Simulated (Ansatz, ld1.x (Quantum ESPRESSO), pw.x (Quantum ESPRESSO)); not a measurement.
## pw.x on fcc Si: one setting changed

Potential: norm-conserving Troullier–Martins (Kleinman–Bylander form), ld1.x (Quantum ESPRESSO) 7.5, LDA (PW92); core [Ne], reference 3s2 3p2; waves: 3p (bound): rc 1.45 bohr; 3d channel at -0.05 Ry: rc 1.30 bohr; 3s (bound): rc 1.30 bohr; local part: the s channel; core correction: Bessel-smoothed model core inside 1.00 bohr.

The reference run (k-mesh 15³, cutoffs 120/480 Ry, Fermi–Dirac 0.01 Ry, mixing_beta 0.4, conv_thr 1e-9, no spin) gives -0.59 GPa at 13.850 Å³/atom, where all-electron LAPW gives 0.45 GPa. This run, with its own iteration cap, changes diagonalization to cg.

```
&control
  calculation='scf', prefix='x', pseudo_dir='./', outdir='./tmp', tstress=.true., disk_io='none'
/
&system
  ibrav=0, nat=1, ntyp=1, ecutwfc=120, ecutrho=480, nbnd=9,
  occupations='smearing', smearing='fd', degauss=0.01
/
&electrons
  conv_thr=1e-09, mixing_beta=0.4, electron_maxstep=70, diagonalization='cg'
/
ATOMIC_SPECIES
Si 1.0 Si.UPF
CELL_PARAMETERS angstrom
  0.00000000 1.90607474 1.90607474
  1.90607474 0.00000000 1.90607474
  1.90607474 1.90607474 0.00000000
ATOMIC_POSITIONS crystal
Si 0.0000 0.0000 0.0000
K_POINTS automatic
15 15 15 0 0 0
```

```bash
pw.x < Si.scf.in > Si.scf.out
```

Problem. How does the run end?

Solution. It converges in 8 iterations; the free energy moves by +0.0 meV/atom and the pressure by +0.00 GPa. The result is that of the reference run.

```
Message from routine setup:
     using ibrav=0 with symmetry is DISCOURAGED, use correct ibrav instead
     lattice parameter (alat)  =       5.0939  a.u.
     unit-cell volume          =      93.4644 (a.u.)^3
     number of electrons       =         4.00
     number of Kohn-Sham states=            9
     kinetic-energy cutoff     =     120.0000  Ry
     charge density cutoff     =     480.0000  Ry
     scf convergence threshold =      1.0E-09
     Exchange-correlation= PW
     number of k points=   120  Fermi-Dirac smearing, width (Ry)=  0.0100
     iteration #  1     ecut=   120.00 Ry     beta= 0.40
     total energy              =     -17.77956017 Ry
     estimated scf accuracy    <       0.00473444 Ry
     iteration #  2     ecut=   120.00 Ry     beta= 0.40
     total energy              =     -17.77889219 Ry
     estimated scf accuracy    <       0.00138571 Ry
     iteration #  3     ecut=   120.00 Ry     beta= 0.40
     total energy              =     -17.77901864 Ry
     estimated scf accuracy    <       0.00000777 Ry
     [... 2 iterations left out ...]
     iteration #  6     ecut=   120.00 Ry     beta= 0.40
     total energy              =     -17.77903089 Ry
     estimated scf accuracy    <       0.00000003 Ry
     iteration #  7     ecut=   120.00 Ry     beta= 0.40
     total energy              =     -17.77903089 Ry
     estimated scf accuracy    <          1.1E-09 Ry
     iteration #  8     ecut=   120.00 Ry     beta= 0.40
     the Fermi energy is    11.1157 ev
!    total energy              =     -17.77903089 Ry
     estimated scf accuracy    <          6.0E-11 Ry
     smearing contrib. (-TS)   =      -0.00196790 Ry
     The total energy is F=E-TS. E is the sum of the following terms:
     one-electron contribution =       5.00108953 Ry
     hartree contribution      =       0.02714483 Ry
     xc contribution           =     -12.62225689 Ry
     ewald contribution        =     -10.18304046 Ry
     convergence has been achieved in   8 iterations
          total   stress  (Ry/bohr**3)                   (kbar)     P=       -5.90
     Message from routine punch:
     Nothing written, as per user request (disk_io='none')
```

The run took about 38 s on one core of a shared host (Neoverse-V2, 96 threads, 742 GiB, load 67).
